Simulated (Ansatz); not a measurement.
What a trial cell of K2H5 relaxes into

Method: Ansatz, DFT PBE, scalar-relativistic, plane waves, PAW. Cutoff 420 eV, Gaussian smearing, Γ-centred meshes. Cell and atoms relax first on a coarse mesh and then on a finer one. In between, the cell is made exact in the group found at 0.06 Å. In metals the finer mesh still leaves noise of several meV/atom or more. The steps can't lower the symmetry of their start. No spin polarisation.

A trial structure of K2H5 was built thus: random cell by space group and Wyckoff sites (P6mm, No. 183). Its size is a rough estimate.

```
CELL_PARAMETERS angstrom
5.30067 0.00000 0.00000
-2.65034 4.59052 0.00000
0.00000 0.00000 8.03197
ATOMIC_POSITIONS crystal
K 0.33333 0.66667 0.50672
K 0.66667 0.33333 0.50672
H 0.33333 0.66667 0.91568
H 0.66667 0.33333 0.91568
H 0.33333 0.66667 0.77337
H 0.66667 0.33333 0.77337
H 0.00000 0.00000 0.26189
```

The zero of energy is the elements' standard structures at the same level (H₂ as a molecule); no fitted shifts are applied.

**Question.** Where does the relaxation end?

**Answer.** The symmetry goes from P6mm (No. 183) to P6/mmm (No. 191). The volume per atom grows by 13.1 %, from 27.9 to 31.6 Å³. The shortest distance goes from 1.14 Å (H–H) to 0.77 Å (H–H). The end holds H–H pairs as short as in free H₂ molecules (shortest 0.77 Å). The energy falls by about 0.53 eV/atom (the start's value is from the coarse mesh). The end is written in a standard setting, so origin, axes and order of atoms can differ from the start's. Conventional cell: a = 5.878 Å, c = 7.387 Å. K is surrounded by 5 H at 3.31–3.39 Å, 3 K at 3.39 Å and 2 H at 4.08 Å; H on a site of symmetry 3m is surrounded by 1 H at 0.77 Å and 1 K at 3.31 Å; H on a site of symmetry 6/mmm is surrounded by 6 K at 3.39 Å.

Space group P6/mmm (No. 191). a = 5.878 Å, b = 5.878 Å, c = 7.387 Å, α = 90.00°, β = 90.00°, γ = 120.00°
```tsv
atom	site	symmetry	x	y	z
K	2c	-6m2	0.3333	0.6667	0.0000
H	4h	3m.	0.3333	0.6667	0.5518
H	1a	6/mmm	0.0000	0.0000	0.0000
```

**Question.** How does it come out in energy, and is it a metal?

**Answer.** The formation energy is +0.23 eV/atom and the gap on the 6×6×6 mesh of the 7-atom cell is 0 eV (a metal).

It can't be a ground state, since the elements alone are lower.

The last run used Gaussian smearing of 0.10 eV. No dispersion correction is applied, so the spacing and binding between layers, chains or molecules are poorly described. The cell is a metal run without spin; a magnetic state may lie lower. With hydrogen, zero-point motion can shift formation energies by some tens of meV/atom. A structure relaxed within its symmetry needn't be a true minimum.
